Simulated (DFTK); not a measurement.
## ZrC under changes of volume

One of the cells (13.228 Å³/atom); the others are scaled copies at fixed shape and fractional positions:

```
CELL_PARAMETERS angstrom
0.00000 2.36500 2.36500
2.36500 0.00000 2.36500
2.36500 2.36500 0.00000
ATOMIC_POSITIONS crystal
Zr 0.50000 0.50000 0.50000
C 0.00000 0.00000 0.00000
```

```yaml
Program: DFTK 0.8.2
Functional: AM05
Potentials_or_basis: PseudoDojo 0.4 stringent (PBEsol)
Cutoff: 1116 eV
k_mesh: 6 × 6 × 6
Occupations: fermi-dirac, width 0.05 eV
Spin: no spin polarisation
```

| volume (Å³/atom) | energy over the lowest point (meV/atom) | pressure (GPa) |
| --- | --- | --- |
| 12.434 | 4.43 | 5.2 |
| 12.699 | 0.00 | 0.1 |
| 12.963 | 3.72 | -4.6 |
| 13.228 | ? | ? |
| 13.493 | 32.46 | -12.6 |
| 13.757 | 56.07 | -16.0 |
| 14.022 | 85.04 | -19.1 |

Q: What does the run at 13.228 Å³/atom give?

A: Energy over the lowest point 14.78 meV/atom; pressure -8.8 GPa.

Worked out: A Birch-Murnaghan fit of order 3 (a polynomial in V^(-2/3)) to the other rows has its minimum at 12.71 Å³/atom with B0 = V·E''(V) = 236 GPa and B' = 4.1. It gives 14.79 meV/atom at 13.228 Å³/atom, against the run's 14.78, and -dE/dV = -8.8 GPa, against -8.8.

Energies are extrapolated to zero smearing.

Caveats: all runs use coarse meshes; the potentials were made for another functional, which shifts forces and pressure.
